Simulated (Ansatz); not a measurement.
The system is CdTe.

```
Te Cd
1.0
     0.00000    3.20500    3.20500
     3.20500    0.00000    3.20500
     3.20500    3.20500    0.00000
Te Cd
1 1
Direct
  0.75000 0.75000 0.75000
  0.00000 0.00000 0.00000
```

| Property | Result |
| --- | --- |
| Program | Ansatz 0.2.0 |
| Task | relaxation of cell and atoms |
| Functional | revPBE |
| Dispersion | D3(BJ) |
| Potentials or basis | Ansatz PAW |
| Cutoff | 420 eV (not typed: the program's choice for these potentials) |
| k mesh | 7 × 7 × 7 |
| Occupations | fermi-dirac, width 0.05 eV |
| Spin | no spin polarisation |

At the start: volume 32.92 Å³/atom.

Problem. Where does the relaxation end?

Solution. It ends after 5 steps and the volume is 34.14 Å³/atom (+3.7 %); space group F-43m (No. 216, to 0.05 Å).

Step by step:
| step | energy change (eV) | largest force (eV/Å) | volume (Å³) |
| --- | --- | --- | --- |
| 1 | 0.0000 | 0.0000 | 65.84 |
| 2 | -0.0076 | 0.0000 | 69.64 |
| 3 | -0.0112 | 0.0000 | 68.37 |
| 4 | -0.0112 | 0.0000 | 68.27 |
| 5 | -0.0118 | 0.0000 | 68.27 |

Final structure:
```xyz
2
Lattice="0.0000 3.2439 3.2439 3.2439 0.0000 3.2439 3.2439 3.2439 0.0000" Properties=species:S:1:pos:R:3 pbc="T T T"
Te    4.8659    4.8659    4.8659
Cd    0.0000    0.0000    0.0000
```

Caveat: the plane-wave basis is chosen anew once the cell has moved, so the energies of steps on either side of that aren't comparable; the PAW data sets come from PBE, with cores solved anew for the run's functional, which leaves a small shift of forces and pressure.
